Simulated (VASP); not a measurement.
# SiC: GW band gap, scheme by scheme

SiC, P6_3mc (no. 186), 4 atoms in the cell. PBE, GW; PAW potentials Si_GW, C_GW (PBE set).

| GW scheme | Iterations | Frequency points | Quasiparticle gap on the mesh (eV) | Gap of the starting point on the mesh (eV) | Quasiparticle gap at the zone centre (eV) | Starting gap at the zone centre (eV) | Correction of the gap between the band edges on the mesh (eV) | Time (s) |
|---|---|---|---|---|---|---|---|---|
| G0W0 low-scaling | 1 | 12 | 2.87 | 2.26 | 5.52 | 4.57 | 0.61 | 173 |
| G0W0 | 1 | 48 | 2.91 | 2.26 | 5.56 | 4.57 | 0.65 | 16 |
| evGW | 4 | 48 | 3.21 | 2.26 | 5.94 | 4.57 | 0.96 | 52 |
| QSGW | 5 | 48 | 3.54 | 2.26 | 6.27 | 4.57 | 1.29 | 113 |

Limits: the mesh is coarse: neither the gap nor the screening is converged.

## Input of the first row

INCAR.step1:
```
PREC = Accurate
ENCUT = 500
ISMEAR = 0
SIGMA = 0.05
LASPH = True
LREAL = False
GGA = PE
ALGO = Normal
EDIFF = 1E-8
NELM = 150
LWAVE = True
LCHARG = False
KPAR = 2
```

INCAR.step2, as INCAR.step1 but for:
```
- ALGO = Normal
- NELM = 150
+ ALGO = Exact
+ NELM = 1
+ ISTART = 1
+ NBANDS = 196
+ LOPTICS = True
```

INCAR.step3:
```
PREC = Accurate
ENCUT = 500
ISMEAR = 0
SIGMA = 0.05
LASPH = True
LREAL = False
GGA = PE
ALGO = G0W0R
NBANDS = 196
NBANDSGW = 12
ENCUTGW = 160
NOMEGA = 12
PRECFOCK = Fast
ISTART = 1
LWAVE = False
LCHARG = False
MAXMEM = 1800
LFOCKSTD = True
```

KPOINTS:
```
k-points
0
Gamma
  3 3 2
```

POSCAR:
```
SiC
1.0
    3.0760000000      0.0000000000      0.0000000000
   -1.5380000000      2.6638941420      0.0000000000
    0.0000000000      0.0000000000      5.0480000000
Si C
2 2
Direct
    0.6666666667      0.3333333333      0.5000000000
    0.3333333333      0.6666666667      0.0000000000
    0.6666666667      0.3333333333      0.8850000000
    0.3333333333      0.6666666667      0.3850000000
```

Commands (each step's output is kept before the next begins):
```
cat potpaw_PBE.64/Si_GW/POTCAR potpaw_PBE.64/C_GW/POTCAR > POTCAR
cp INCAR.step1 INCAR
mpirun -np 4 vasp_std > vasp.out
cp INCAR.step2 INCAR
mpirun -np 4 vasp_std > vasp.out
cp INCAR.step3 INCAR
mpirun -np 4 vasp_std > vasp.out
```

Changes of the last row against the first:
```
(step 3)
- ALGO = G0W0R
- NBANDSGW = 12
- NOMEGA = 12
- MAXMEM = 1800
- LFOCKSTD = True
+ ALGO = QPGW
+ NBANDSGW = 18
+ NOMEGA = 48
+ NELMGW = 5
+ LOPTICS = True
+ LPEAD = True
+ KPAR = 2
```

VASP 6.6.1 took 173 s on 4 cores (Intel Xeon 6975P-C (Granite Rapids)), a shared host.
